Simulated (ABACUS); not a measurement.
## Al2Pt in ABACUS: the effect of basis

The system is Al2Pt.

```xyz
3
Lattice="0.0000 2.8947 2.8947 2.8947 0.0000 2.8947 2.8947 2.8947 0.0000" Properties=species:S:1:pos:R:3 pbc="T T T"
Pt    0.0000    0.0000    0.0000
Al    4.3420    4.3420    4.3420
Al    1.4473    1.4473    1.4473
```

The cell isn't the ideal one: volume scaled by 0.94.

Alike in all runs:

```yaml
Program: ABACUS 3.10.1
Task: equation of state
Functional: PBE
Potentials_or_basis: PseudoDojo NC SR 0.4.1 PBE standard
k_mesh: 6 × 6 × 6
Occupations: fermi-dirac, width 0.05 eV
Spin: no spin polarisation
```

```tsv
basis	cutoff	pressure (GPa)
DZP	1361 eV	?
TZDP	1361 eV	12.7
pw	1143 eV	12.1
```

Task: What does the run with basis DZP give?

Result: Pressure 13.5 GPa.

Caveats: the atomic orbitals were generated for these runs and aren't a published set (some runs); the basis of atomic orbitals isn't converged, which shifts pressures, moduli and gaps (some runs).
